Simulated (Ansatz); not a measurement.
A run of Ansatz 0.2.0:

The input input.yaml:

```yaml
crystal:
  lattice:
    - [2.57052631, 0.0, 0.0]
    - [0.0, 2.57052631, 0.0]
    - [0.0, 0.0, 5.14105262]
  atoms:
    - { symbol: Co, position: [0.0, 0.0, 0.0], spin: 2.0 }
    - { symbol: Co, position: [0.0, 0.0, 0.5], spin: -2.0 }
    - { symbol: O, position: [0.5, 0.5, 0.25] }
    - { symbol: O, position: [0.5, 0.5, 0.75] }
hamiltonian:
  xc: pbe
  pseudopotentials: { kind: paw }
  hubbard: { sites: [{ species: Co, l: d, u_eff: 2.0 }] }
magnetization:
  spin_polarized: true
kpoints:
  mp_grid: { grid: [10, 10, 5] }
scf:
  occupations: { method: fermi_dirac, width: 0.05 }
  n_extra_bands: 10
output:
  forces: true
  stress: true
  eigenvalues: true
  dos: { projected: false, de: 0.05, nscf_kmesh: { grid: [15, 15, 8] } }
```

Potentials or basis: Ansatz PAW.

Launch:

```bash
$ ansatz run input.yaml --threads 2 --pin off --max-ram 5632MiB --backend cpu --events-out ev --progress --plain --runs-dir out
```

Hardware: 2 threads of Arm Neoverse V2 (shared host).

Problem. Estimate the wall time of this run.

Solution. Wall time 7 s on 2 threads of Arm Neoverse V2, on a shared host, peak memory 0.49 GiB. Counts: scf iterations 13, plane waves 677, k points 63, bands 33.
